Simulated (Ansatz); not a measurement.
# AlRu: stress in a strained cell

Aim: deform AlRu (x and y strained by -4 %, z held) and compute stress, forces and field gradients with LAPW, PAW and all-electron datasets made for the crystal.

Program: Ansatz 0.2.0. Level of theory: DFT PBE, scalar-relativistic. These are calculated values, not measurements.

**1. The starting structure**

The structure is cubic, space group Pm-3m (No. 221). Conventional cell: a = 2.992 Å, b = 2.992 Å, c = 2.992 Å, α = 90.00°, β = 90.00°, γ = 90.00°. Al (site symmetry m-3m) is surrounded by 8 Ru at 2.59 Å. Around Ru (site symmetry m-3m) lie 8 Al at 2.59 Å.

As a file:

```xyz
2
Lattice="2.9916 0.0000 0.0000 0.0000 2.9916 0.0000 0.0000 0.0000 2.9916" Properties=species:S:1:pos:R:3 pbc="T T T"
Al    0.0000    0.0000    0.0000
Ru    1.4958    1.4958    1.4958
```

Atoms are numbered in the order of the input: Al1, Ru2.

**2. After the deformation**

Space group Pm-3m before, P4/mmm after.

**3. LAPW, all electrons**

File input.yaml:

```yaml
crystal:
  lattice:
    - [2.871936, 0.0, 0.0]
    - [0.0, 2.871936, 0.0]
    - [0.0, 0.0, 2.9916]
  atoms:
    - { symbol: Al, position: [0.0, 0.0, 0.0] }
    - { symbol: Ru, position: [0.5, 0.5, 0.5] }
kpoints:
  mp_grid: { grid: [14, 14, 14] }
scf:
  occupations: { method: fermi_dirac, width: 0.08 }
hamiltonian:
  xc: pbe
  pseudopotentials: { kind: all_electron, lapw: { basis_error: 0.0005 } }
output:
  forces: true
  stress: true
  eigenvalues: true
```

The program printed (excerpt; [...] marks lines left out):

```text
LAPW: plane waves up to 8.543 Å⁻¹, error target 5.0e-4 eV per atom; small_component_spin mean_spin; Al in spheres of 1.147 Å, 11 of its electrons in bands, Dirac shells []; Ru in spheres of 1.376 Å, 26 of its electrons in bands, Dirac shells []
[...]
Pseudopotentials: kind: all_electron
Pseudopotential: Al, LAPW, valence charge 11, Koelling and Harmon's equation, gaussian nucleus
Pseudopotential: Ru, LAPW, valence charge 26, Koelling and Harmon's equation, gaussian nucleus
Functional definition: PBE
[...]
Crystal: 2 atoms, lattice volume = 24.675 Å³
Basis set: ecut = 278.0640073502001 eV, 253 PW (Γ), exchange–correlation at level 2
Bands: 23, of which v1, the nominal top of the filled ones, is band 19 counted from 1 (18 counted from 0)
Symmetry: 16 space group operations
Space group: P4/mmm (ITA 123), of the structure as read, at distance tolerance 2.9e-5 Å
k-points: 288 of 2744
[...]
SCF iter   1: F=—  HF=-129904.424268 eV  |F-HF|=—  |Δ(HF+E_count)|=         —  Δρ=3.91e-2  dr2=2.98e-1  ethr=8.01e-4  ⟨swp⟩=2.6  Hψ=43963  notcnv=0
[...]
the basis was enlarged: its passes take 1.2 MiB over the memory plan, 1 of 1 planned eigensolver slots
[...]
SCF iter   7: F=-129903.815772 eV  HF=-129903.815772 eV  |F-HF|=5.47e-9  |Δ(HF+E_count)|=   5.95e-8  Δρ=7.57e-6  dr2=6.98e-9  ethr=7.80e-10  ⟨swp⟩=2.8  Hψ=19034  notcnv=0
[...]
SCF converged after 7 iterations
Free energy (F): -129903.815772 eV
[...]
E sigma→0 (E₀):  -129903.799917 eV
Entropy (-TS):   -0.031709 eV (-15.855 meV/atom)
Fermi energy:    20.270552 eV
[...]
--- Forces (eV/Å), atoms counted from 1 ---
  atom   1  Al     0.00000000     0.00000000     0.00000000
  atom   2  Ru     0.00000000     0.00000000     0.00000000
[...]
--- Stress (GPa, compression-positive) ---
       26.533753       0.000000       0.000000
        0.000000      26.533753       0.000000
        0.000000       0.000000      18.100075
  P = ⅓ Tr σ = 23.7225 GPa (237.225 kbar)
--- Band table (eV; the first three rows and the last of 288) ---
  k-point 0: bands = ["-248.2426", "-248.2367", "-248.2099", "-248.2013", "-248.2013", "-81.6661", "-51.5781", "-43.1223", "-43.1211", "-43.1211", "-21.5560", "-21.4980", "-21.4980", "10.0979", "16.1996", "16.2256", "20.3759", "20.3759", "20.6560", "25.8810", "27.1754", "27.1754", "31.6032"]
[...]
```

Wall time 41 s (1 thread, shared host).

In short: pressure 23.72 GPa; no gap.

**4. PAW on the default files**

Changes to input.yaml since step 3:

```diff
@@ -14,3 +14,3 @@
   xc: pbe
-  pseudopotentials: { kind: all_electron, lapw: { basis_error: 0.0005 } }
+  pseudopotentials: { kind: paw }
 output:
@@ -19 +19,2 @@
   eigenvalues: true
+  efg: { contact_densities: true }
```

The program printed (excerpt; [...] marks lines left out):

```text
Ru: output.efg is read without spin–orbit coupling, which moves field gradients at and beside such atoms by some per cent and up to a factor of two; PAW files take it under magnetization.noncollinear and magnetization.spin_orbit
[...]
Pseudopotentials: kind: paw
Pseudopotential: Al, paw, valence charge 3, recommended cutoff 420 eV (normal)
Pseudopotential: Ru, paw, valence charge 16, recommended cutoff 420 eV (normal)
[... 1 set-up line as earlier in the session ...]
[...]
Crystal: 2 atoms, lattice volume = 24.675 Å³
Basis set: ecut = 420 eV, 469 PW (Γ), exchange–correlation on 40×40×40 points (8 copies of the dense FFT grid, shifted against one another)
Bands: 14, of which v1, the nominal top of the filled ones, is band 10 counted from 1 (9 counted from 0)
[... 2 set-up lines as earlier in the session ...]
k-points: 288 of 2744
[...]
--- Forces (eV/Å), atoms counted from 1 ---
  atom   1  Al    -0.00000000    -0.00000000     0.00000000
  atom   2  Ru     0.00000000     0.00000000     0.00000000
[...]
--- Stress (GPa, compression-positive) ---
       26.651862       0.000000       0.000000
        0.000000      26.651862       0.000000
        0.000000       0.000000      18.217402
  P = ⅓ Tr σ = 23.8404 GPa (238.404 kbar)
--- PAW observables at the nuclei: V_zz in 10²¹ V/m², potentials from the cell's mean, atoms counted from 1 ---
  atom   1  Al V_zz =    +0.003832   η = 0.0000   by run symmetry: allowed
            electrostatic potential = -1241.884734 V   contact ρ = 10083.582823 e/Å³
  atom   2  Ru V_zz =    +1.977863   η = 0.0000   by run symmetry: allowed
            electrostatic potential = -6801.282673 V   contact ρ = 719478.785058 e/Å³
--- Band table (eV; the first three rows and the last of 288) ---
  k-point 0: bands = ["-54.0559", "-24.0362", "-23.9783", "-23.9783", "7.6273", "13.7191", "13.7451", "17.8950", "17.8950", "18.1752", "23.4128", "24.7073", "24.7073", "29.0677"]
[...]
```

Run time: 5.4 s. Hardware: 1 thread, shared host.

This run gives: pressure 23.84 GPa; no gap; Vzz Al1 0 (by symmetry or below 0.004), Ru2 1.98 (η = 0.00) (10²¹ V/m²).

**5. Datasets made for this crystal**

Changes to input.yaml since step 4:

```diff
@@ -14,3 +14,3 @@
   xc: pbe
-  pseudopotentials: { kind: paw }
+  pseudopotentials: { kind: all_electron, datasets: crystal }
 output:
```

The program printed (excerpt; [...] marks lines left out):

```text
[...]
band count auto-derived: 11 (N_el = 11.0; filled up to band 6; 10 by the electrons, moments and atoms)
Ru: output.efg is read without spin–orbit coupling, which moves field gradients at and beside such atoms by some per cent and up to a factor of two; PAW files take it under magnetization.noncollinear and magnetization.spin_orbit
[...]
[... 1 set-up line as earlier in the session ...]
Pseudopotential: Al, paw, valence charge 11, recommended cutoff 280 eV (normal), Koelling and Harmon's equation, gaussian nucleus
Pseudopotential: Ru, paw, valence charge 16, recommended cutoff 280 eV (normal), Koelling and Harmon's equation, gaussian nucleus
[... 1 set-up line as earlier in the session ...]
[...]
Crystal: 2 atoms, lattice volume = 24.675 Å³
Basis set: ecut = 280 eV, 253 PW (Γ), exchange–correlation on 32×32×36 points (8 copies of the dense FFT grid, shifted against one another)
[...]
--- Forces (eV/Å), atoms counted from 1 ---
  atom   1  Al    -0.00000000    -0.00000000     0.00000000
  atom   2  Ru     0.00000000    -0.00000000     0.00000000
[...]
--- Stress (GPa, compression-positive) ---
       26.537466       0.000000       0.000000
        0.000000      26.537466       0.000000
        0.000000       0.000000      18.102795
  P = ⅓ Tr σ = 23.7259 GPa (237.259 kbar)
  It holds what live shells' own plane waves past their cutoff add
--- PAW observables at the nuclei: V_zz in 10²¹ V/m², potentials from the cell's mean, atoms counted from 1 ---
  atom   1  Al V_zz =    +0.004615   η = 0.0000   by run symmetry: allowed
            electrostatic potential = -1241.469452 V   contact ρ = 10089.714588 e/Å³
  atom   2  Ru V_zz =    +2.080747   η = 0.0000   by run symmetry: allowed
            electrostatic potential = -6801.372142 V   contact ρ = 719514.039440 e/Å³
--- Band table (eV; the first three rows and the last of 288) ---
  k-point 0: bands = ["10.0979", "16.1996", "16.2257", "20.3759", "20.3759", "20.6560", "25.8811", "27.1754", "27.1754"]
[...]
```

Run time: 14 s. Hardware: 1 thread, shared host.

This run gives: pressure 23.73 GPa; no gap; Vzz Al1 0.00 (η = 0.00), Ru2 2.08 (η = 0.00) (10²¹ V/m²).

**6. Side by side**

Stress (GPa, compression positive):

```csv
method,xx,yy,zz,yz,xz,xy
LAPW,26.53,26.53,18.10,0.00,0.00,0.00
PAW,26.65,26.65,18.22,0.00,0.00,0.00
crystal datasets,26.54,26.54,18.10,0.00,0.00,0.00
```

| method | pressure (GPa) | Vzz Al1 (10²¹ V/m²) | Vzz Ru2 (10²¹ V/m²) | SCF cycles, all passes | time |
| --- | --- | --- | --- | --- | --- |
| LAPW | 23.72 | – | – | 7 | 41 s |
| PAW | 23.84 | 0.00 | 1.98 | 6 | 5.4 s |
| crystal datasets | 23.73 | 0.00 | 2.08 | 9 | 14 s |

**7. Results**

```
                                 quantity                                              value
                                 pressure  LAPW 23.72, PAW 23.84, crystal datasets 23.73 GPa
largest shear or deviatoric stress (LAPW)                                           5.62 GPa
```

The largest part of the stress beyond the pressure is 5.62 GPa in size, in the zz component; the atoms are carried along and not relaxed. No run of the undeformed cell stands beside it, so the pressure holds what the given cell had before the change. PAW: stress within 0.12 GPa of LAPW. Crystal datasets: stress within 0.01 GPa of LAPW.
